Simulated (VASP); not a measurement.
# HfS2 (P-3m1) in VASP: a series of runs, part 2 of 2

VASP 6.6.1. Earlier steps stand in the parts before.

## (4) Relaxation of shape and atoms at fixed volume, PBEsol (a relaxed cell with its volume scaled by 0.94)

INCAR reads:

```
PREC     = Accurate       # precision mode
ENCUT    = 600            # plane-wave cutoff, eV
EDIFF    = 1E-7           # SCF threshold, eV
ISMEAR   = 0              # smearing method
SIGMA    = 0.03           # smearing width, eV
LREAL    = False          # projectors in reciprocal space
LASPH    = True           # aspherical terms in the spheres
NELM     = 80             # most SCF steps
ALGO     = Normal         # electronic algorithm
ISIF     = 4              # what is computed and relaxed
LWAVE    = False          # write WAVECAR
LCHARG   = False          # write CHGCAR
GGA      = PS             # functional
IBRION   = 2              # ionic algorithm
NSW      = 40             # ionic steps
EDIFFG   = -0.01          # ionic threshold
```

KPOINTS reads:

```
regular mesh
0
Gamma
  9 9 5
```

POSCAR reads:

```
HfS2                                    
1.0
    3.5144925236      0.0000000000     -0.0000000000
   -1.7572462618      3.0436398069      0.0000000000
   -0.0000000000      0.0000000000      5.8303439848
  Hf              S             
     1     2
Direct
     0.0000000000000000    0.0000000000000000    0.0000000000000000
     0.6666666699999979    0.3333333300000021    0.7568603979197360
     0.3333333300000021    0.6666666699999979    0.2431396020802639
```

Potentials or basis: VASP PAW PBE potentials, release 64 (Hf_pv, S).

Run with:

```
> cat potpaw_PBE.64/Hf_pv/POTCAR potpaw_PBE.64/S/POTCAR > POTCAR
> mpirun -np 1 vasp_std > vasp.out
```

OUTCAR:

```text
PREC = Accurate
   ENCUT = 600
   EDIFF = 1E-7
   ISMEAR = 0
   LREAL = False
   LASPH = True
   NELM = 80
   ISIF = 4
   GGA = PS
   IBRION = 2
   NSW = 40
   EDIFFG = -0.01

 ion  position               nearest neighbor table
   1  0.000  0.000  0.000-   2 2.48   3 2.48   2 2.48   3 2.48   2 2.48   3 2.48
   2  0.667  0.333  0.757-   1 2.48   1 2.48   1 2.48
   3  0.333  0.667  0.243-   1 2.48   1 2.48   1 2.48

  LATTYP: Found a hexagonal cell.
 ALAT       =     3.5144925236
 C/A-ratio  =     1.6589433455

  Lattice vectors:

 A1 = (   3.5144925236,   0.0000000000,   0.0000000000)
 A2 = (  -1.7572462618,   3.0436398069,   0.0000000000)
 A3 = (   0.0000000000,   0.0000000000,   5.8303439848)

Analysis of symmetry for initial positions (statically):
=====================================================================
 Subroutine PRICEL returns:
 Original cell was already a primitive cell.

 Routine SETGRP: Setting up the symmetry group for a
 hexagonal supercell.

 Subroutine GETGRP returns: Found 12 space group operations
 (whereof 12 operations were pure point group operations)
 out of a pool of 24 trial point group operations.

The static configuration has the point symmetry D_3d.

Analysis of symmetry for dynamics (positions and initial velocities):
=====================================================================
 Subroutine PRICEL returns:
 Original cell was already a primitive cell.

 Routine SETGRP: Setting up the symmetry group for a
 hexagonal supercell.

 Subroutine GETGRP returns: Found 12 space group operations
 (whereof 12 operations were pure point group operations)
 out of a pool of 24 trial point group operations.

The dynamic configuration has the point symmetry D_3d.

 Subroutine INISYM returns: Found 12 space group operations
 (whereof 12 operations are pure point group operations),
 and found     1 'primitive' translations

----------------------------------------------------------------------------------------

                                     Primitive cell

  volume of cell :      62.3663

  direct lattice vectors                    reciprocal lattice vectors
     3.514492524  0.000000000  0.000000000     0.284536101  0.164276995  0.000000000
    -1.757246262  3.043639807  0.000000000     0.000000000  0.328553989  0.000000000
     0.000000000  0.000000000  5.830343985     0.000000000  0.000000000  0.171516467

  length of vectors
     3.514492524  3.514492524  5.830343985     0.328553989  0.328553989  0.171516467

  position of ions in fractional coordinates (direct lattice)
     0.000000000  0.000000000  0.000000000
     0.666666670  0.333333330  0.756860398
     0.333333330  0.666666670  0.243139602

  ion indices of the primitive-cell ions
   primitive index   ion index
                 1           1
                 2           2
                 3           3

----------------------------------------------------------------------------------------

 KPOINTS: regular mesh
[... 58 lines left out ...]
 SYSTEM =  unknown system
   PREC   = accura    normal or accurate (medium, high low for compatibility)
   ISTART =      0    job   : 0-new  1-cont  2-samecut
   ICHARG =      2    charge: 1-file 2-atom 10-const
   ISPIN  =      1    spin polarized calculation?
   LNONCOLLINEAR =      F non collinear calculations
   LSORBIT =      F    spin-orbit coupling
   LASPH  =      T    aspherical Exc in radial PAW
   ENCUT  =  600.0 eV  44.10 Ry    6.64 a.u.   7.02  7.02 11.64*2*pi/ulx,y,z
   NELM   =     80;   NELMIN=  2; NELMDL= -5     # of ELM steps
   EDIFF  = 0.1E-06   stopping-criterion for ELM
   LREAL  =      F    real-space projection
   EDIFFG = -.1E-01   stopping-criterion for IOM
   NSW    =     40    number of steps for IOM
   IBRION =      2    ionic relax: 0-MD 1-quasi-New 2-CG
   NFREE  =      1    steps in history (QN), initial steepest desc. (CG)
   ISIF   =      4    stress and relaxation
   ISYM   =      2    0-nonsym 1-usesym 2-fastsym
   POTIM  = 0.5000    time-step for ionic-motion
   TEBEG  =    0.0;   TEEND  =   0.0 temperature during run
   PSTRESS=    0.0 pullay stress
   NELECT =      22.0000    total number of electrons
   NUPDOWN=      -1.0000    fix difference up-down
   EMIN   =  10.00;   EMAX   =-10.00  energy-range for DOS
   EFERMI =   0.00;   METHOD = LEGACY
   ISMEAR =     0;   SIGMA  =   0.03  broadening in eV -4-tet -1-fermi 0-gaus
   EFERMI_NEDOS =   21; number of points for ismear=-14 and -15
   IALGO  =     38    algorithm
   IMIX   =      4    mixing-type and parameters
     AMIX     =   0.40;   BMIX     =  1.00
     AMIX_MAG =   1.60;   BMIX_MAG =  1.00
  volume/ion in A,a.u.               =      20.79       140.29
  Fermi-wavevector in a.u.,A,eV,Ry     =   1.156731  2.185905 18.204957  1.338027
  Thomas-Fermi vector in A             =   2.293349
   LORBIT       =      0    0 simple, 1 ext, 2 COOP (PROOUT), +10 PAW based schemes
   GGA     = PS    functional components
   LHFCALC =     F    Hartree Fock is set to
   AEXX    =    0.0000 exact exchange contribution
   IVDW    =     0    specifies the selected vdW correction
   LEPSILON=     F    determine dielectric tensor
   LRPA    =     F    only Hartree local field effects (RPA)
 conjugate gradient relaxation of ions
 non-spin polarized calculation
 Gauss-broadening in eV      SIGMA  =   0.03
  energy-cutoff  :      600.00
  volume of cell :       62.37
 maximum number of plane-waves:      2095
   NGX = 13   NGY = 13   NGZ = 23

--------------------------------------- Ionic step        1  -------------------------------------------

 number of electron      21.9999999 magnetization

 Free energy of the ion-electron system (eV)
  ---------------------------------------------------
  ext. energy  EPLUGINS =         0.00000000
  ---------------------------------------------------
  free energy    TOTEN  =       -23.98167606 eV

  energy without entropy =      -23.98167606  energy(sigma->0) =      -23.98167606

------------------------ aborting loop because EDIFF is reached ----------------------------------------

  FORCE on cell =-STRESS in cart. coord.  units (eV):
  Direction    XX          YY          ZZ          XY          YZ          ZX
  --------------------------------------------------------------------------------------
  -------------------------------------------------------------------------------------
  Total        2.9150578      2.9150578      2.4995472      0.0000000      0.0000000      0.0000000
  in kB       74.8872180     74.8872180     64.2128394      0.0000000      0.0000000      0.0000000
  external PRESSURE =      71.3290918 kB  Pullay stress =       0.0000000 kB
[... 209 lines left out ...]
--------------------------------------- Ionic step        7  -------------------------------------------

 number of electron      22.0000000 magnetization

 Free energy of the ion-electron system (eV)
  ---------------------------------------------------
  ext. energy  EPLUGINS =         0.00000000
  ---------------------------------------------------
  free energy    TOTEN  =       -24.04954478 eV

  energy without entropy =      -24.04954478  energy(sigma->0) =      -24.04954478

 E-fermi :   4.2138     XC(G=0): -10.2284

 val. band max:        4.0846849787   @ k =   0.0000   0.0000   0.0000
 cond. band min:       4.7671243900   @ k =   0.0000   0.4444   0.4000
 fundamental gap:      0.6824394113
 Fermi energy:         4.2138357659

 k-point     1 :       0.0000    0.0000    0.0000
  band No.  band energies     occupation
      1     -26.6896      2.00000
      2     -26.5602      2.00000
      3     -26.5602      2.00000
      4      -9.4916      2.00000
      5      -7.5123      2.00000
      6      -1.3311      2.00000
      7       1.0779      2.00000
      8       1.0779      2.00000
      9       3.9003      2.00000
     10       3.9003      2.00000
     11       4.0847      2.00000
     12       5.8477      0.00000
     13       5.8477      0.00000
     14       6.3511      0.00000
[... 401 lines left out ...]
      2     -26.6585      2.00000
      3     -26.6040      2.00000
      4      -8.5126      2.00000
      5      -7.7043      2.00000
      6      -0.4051      2.00000
      7       0.3641      2.00000
      8       0.9711      2.00000
      9       1.3487      2.00000
     10       2.4204      2.00000
     11       3.3360      2.00000
     12       5.6142      0.00000
     13       6.9803      0.00000
     14       8.0282      0.00000
     15       8.9175      0.00000

 [... further k-points ...]

------------------------ aborting loop because EDIFF is reached ----------------------------------------

  FORCE on cell =-STRESS in cart. coord.  units (eV):
  Direction    XX          YY          ZZ          XY          YZ          ZX
  --------------------------------------------------------------------------------------
  -------------------------------------------------------------------------------------
  Total        0.5962151      0.5962151      0.6113792      0.0000000      0.0000000     -0.0000000
  in kB       15.3166386     15.3166386     15.7062015      0.0000000      0.0000000     -0.0000000
  external PRESSURE =      15.4464929 kB  Pullay stress =       0.0000000 kB
[... 18 lines left out ...]
  FREE ENERGIE OF THE ION-ELECTRON SYSTEM (eV)
  ---------------------------------------------------
  free  energy   TOTEN  =       -24.0495447794 eV

  energy  without entropy=      -24.0495447794  energy(sigma->0) =      -24.04954478

 reached required accuracy - stopping structural energy minimisation
```

Wall time 86 s (1 thread of Intel Xeon 6975P-C (Granite Rapids), shared host); peak memory 0.22 GiB.

Results:

- Free energy: -24.0495 eV
- Energy gained by relaxing: 22.6 meV/atom
- Ionic steps: 7
- Pressure after relaxing: 1.5 GPa
- Band gap on the k mesh: 0.68 eV, indirect (least direct gap 1.68 eV)

Forces in eV/Å, atoms in the order of the input:
```
Hf   0.000  0.000  0.000
S    0.000  0.000  0.003
S    0.000  0.000 -0.003
```

The path:
```
step  energy change (eV)  largest force (eV/Å)  pressure (GPa)
   1              0.0000                0.8507            7.13
   2             -0.0497                0.3061            4.10
   3             -0.0592                0.0656            2.09
   4             -0.0669                0.0271            1.70
   5             -0.0679                0.0117            1.51
   6             -0.0679                0.0111            1.50
   7             -0.0679                0.0028            1.54
```

Final structure:
```
CELL_PARAMETERS angstrom
3.56187 0.00000 0.00000
-1.78093 3.08467 0.00000
0.00000 0.00000 5.67628
ATOMIC_POSITIONS crystal
Hf 0.00000 0.00000 0.00000
S 0.66667 0.33333 0.74391
S 0.33333 0.66667 0.25609
```

Caveat: the PAW data sets were made with another functional, which shifts forces and pressure a little; spin-orbit coupling is left out, which moves the levels of the heavy elements; an odd mesh through Γ misses points on the zone boundary, where band edges often lie; this functional lacks dispersion, which binds the layers, so the pressure and a relaxed spacing across them are unreliable.

## (5) Relaxation of shape and atoms at fixed volume, PBEsol (a relaxed cell with its volume scaled by 0.96)

INCAR is that of step 4.

KPOINTS is that of step 4.

POSCAR reads:

```
HfS2                                    
1.0
    3.5392432865      0.0000000000     -0.0000000000
   -1.7696216432      3.0650745963      0.0000000000
   -0.0000000000      0.0000000000      5.8714040981
  Hf              S             
     1     2
Direct
     0.0000000000000000    0.0000000000000000    0.0000000000000000
     0.6666666699999979    0.3333333300000021    0.7568603979197360
     0.3333333300000021    0.6666666699999979    0.2431396020802639
```

Run with:

```
> cat potpaw_PBE.64/Hf_pv/POTCAR potpaw_PBE.64/S/POTCAR > POTCAR
> mpirun -np 1 vasp_std > vasp.out
```

Wall time 72 s (1 thread of Intel Xeon 6975P-C (Granite Rapids), shared host); peak memory 0.22 GiB.

Results (log left out):

| Quantity | Value |
| --- | --- |
| Free energy | -24.0597 eV |
| Energy gained by relaxing | 10.0 meV/atom |
| Ionic steps | 5 |
| Pressure after relaxing | 0.8 GPa |
| Largest force after relaxing | 0.006 eV/Å |
| Band gap on the k mesh | 0.80 eV, indirect (least direct gap 1.76 eV) |

Forces on the atoms (eV/Å):
```
Hf   0.000  0.000  0.000
S    0.000  0.000  0.006
S    0.000  0.000 -0.006
```

Step by step:
| step | energy change (eV) | largest force (eV/Å) | pressure (GPa) |
| --- | --- | --- | --- |
| 1 | 0.0000 | 0.5466 | 4.51 |
| 2 | -0.0210 | 0.2112 | 2.67 |
| 3 | -0.0257 | 0.0429 | 1.29 |
| 4 | -0.0293 | 0.0178 | 1.00 |
| 5 | -0.0299 | 0.0057 | 0.84 |

Final structure:
```yaml
crystal:
  lattice:
    - [3.57252, 0.00000, 0.00000]
    - [-1.78626, 3.09390, 0.00000]
    - [0.00000, 0.00000, 5.76253]
  atoms:
    - { symbol: Hf, position: [0.00000, 0.00000, 0.00000] }
    - { symbol: S, position: [0.66667, 0.33333, 0.74810] }
    - { symbol: S, position: [0.33333, 0.66667, 0.25190] }
```

Levels at points of the mesh, in eV from the valence-band top:
| k point | band 7 | band 8 | band 9 | band 10 | band 11 | band 12 | band 13 | band 14 | band 15 |
| --- | --- | --- | --- | --- | --- | --- | --- | --- | --- |
| (0.00, 0.00, 0.00) | -2.90 | -2.90 | -0.11 | -0.11 | 0.00 | 1.85 | 1.85 | 2.37 | 5.28 |

Caveat: the PAW data sets were made with another functional, which shifts forces and pressure a little; spin-orbit coupling is left out, which moves the levels of the heavy elements; an odd mesh through Γ misses points on the zone boundary, where band edges often lie; this functional lacks dispersion, which binds the layers, so the pressure and a relaxed spacing across them are unreliable.

## (6) Relaxation of shape and atoms at fixed volume, PBEsol (a relaxed cell with its volume scaled by 0.98)

INCAR is that of step 5.

KPOINTS is that of step 5.

POSCAR reads:

```
HfS2                                    
1.0
    3.5636526322      0.0000000000     -0.0000000000
   -1.7818263161      3.0862137097      0.0000000000
   -0.0000000000      0.0000000000      5.9118978198
  Hf              S             
     1     2
Direct
     0.0000000000000000    0.0000000000000000    0.0000000000000000
     0.6666666699999979    0.3333333300000021    0.7568603979197360
     0.3333333300000021    0.6666666699999979    0.2431396020802639
```

Potentials or basis: VASP PAW PBE potentials, release 64 (Hf_pv, S).

Run with:

```
> cat potpaw_PBE.64/Hf_pv/POTCAR potpaw_PBE.64/S/POTCAR > POTCAR
> mpirun -np 1 vasp_std > vasp.out
```

Run time: 67 s. Hardware: 1 thread of Intel Xeon 6975P-C (Granite Rapids), shared host; peak memory 0.23 GiB.

The run converged. Its results:

| Property | Result |
| --- | --- |
| Free energy | -24.0648 eV |
| Energy gained by relaxing | 2.5 meV/atom |
| Ionic steps | 5 |
| Pressure after relaxing | 0.3 GPa |
| Largest force after relaxing | 0.006 eV/Å |
| Band gap on the k mesh | 0.91 eV, indirect (least direct gap 1.82 eV) |

Forces in eV/Å, atoms in the order of the input:
```
Hf   0.000  0.000  0.000
S    0.000  0.000  0.006
S    0.000  0.000 -0.006
```

The path:
```
step  energy change (eV)  largest force (eV/Å)  pressure (GPa)
   1              0.0000                0.2643            2.14
   2             -0.0050                0.1091            1.29
   3             -0.0063                0.0243            0.57
   4             -0.0073                0.0124            0.41
   5             -0.0074                0.0056            0.31
```

Final structure:
```cif
data_structure
_symmetry_space_group_name_H-M 'P 1'
_symmetry_Int_Tables_number 1
_cell_length_a 3.5817
_cell_length_b 3.5817
_cell_length_c 5.8524
_cell_angle_alpha 90.000
_cell_angle_beta 90.000
_cell_angle_gamma 120.000
_cell_volume 65.02
loop_
_atom_site_label
_atom_site_type_symbol
_atom_site_fract_x
_atom_site_fract_y
_atom_site_fract_z
_atom_site_occupancy
Hf1 Hf 0.00000 0.00000 0.00000 1
S1 S 0.66667 0.33333 0.75238 1
S2 S 0.33333 0.66667 0.24762 1
```

Levels at points of the mesh, in eV from the valence-band top:
```csv
k point,band 7,band 8,band 9,band 10,band 11,band 12,band 13,band 14,band 15
"(0.00, 0.00, 0.00)",-2.82,-2.82,-0.04,-0.04,-0.01,1.92,1.92,2.46,5.41
```

Caveat: the PAW data sets were made with another functional, which shifts forces and pressure a little; spin-orbit coupling is left out, which moves the levels of the heavy elements; an odd mesh through Γ misses points on the zone boundary, where band edges often lie; this functional lacks dispersion, which binds the layers, so the pressure and a relaxed spacing across them are unreliable.

## (7) The runs side by side

| task | cell | gap on the mesh (eV) | pressure (GPa) | largest force (eV/Å) |
| --- | --- | --- | --- | --- |
| relaxation of cell and atoms | relaxed | 0.98 | 0.0 | - |
| relaxation of shape and atoms at fixed volume | atoms relaxed at fixed volume from: a relaxed cell with its volume scaled by 0.94 | 0.68 | 1.5 | - |
| relaxation of shape and atoms at fixed volume | atoms relaxed at fixed volume from: a relaxed cell with its volume scaled by 0.96 | 0.80 | 0.8 | 0.01 |
| relaxation of shape and atoms at fixed volume | atoms relaxed at fixed volume from: a relaxed cell with its volume scaled by 0.98 | 0.91 | 0.3 | 0.01 |

Alike in all rows: level PBEsol; potentials or basis VASP PAW PBE potentials, release 64 (Hf_pv, S); no spin polarisation; k mesh 9 × 9 × 5; cutoff (eV) 600; smearing gaussian 0.03 eV.

Caveats: the PAW data sets were made with another functional, which shifts forces and pressure a little; spin-orbit coupling is left out, which moves the levels of the heavy elements; an odd mesh through Γ misses points on the zone boundary, where band edges often lie; this functional lacks dispersion, which binds the layers, so the pressure and a relaxed spacing across them are unreliable.

Total energies depend on the potentials used, so only differences within one code and one set of settings carry meaning.
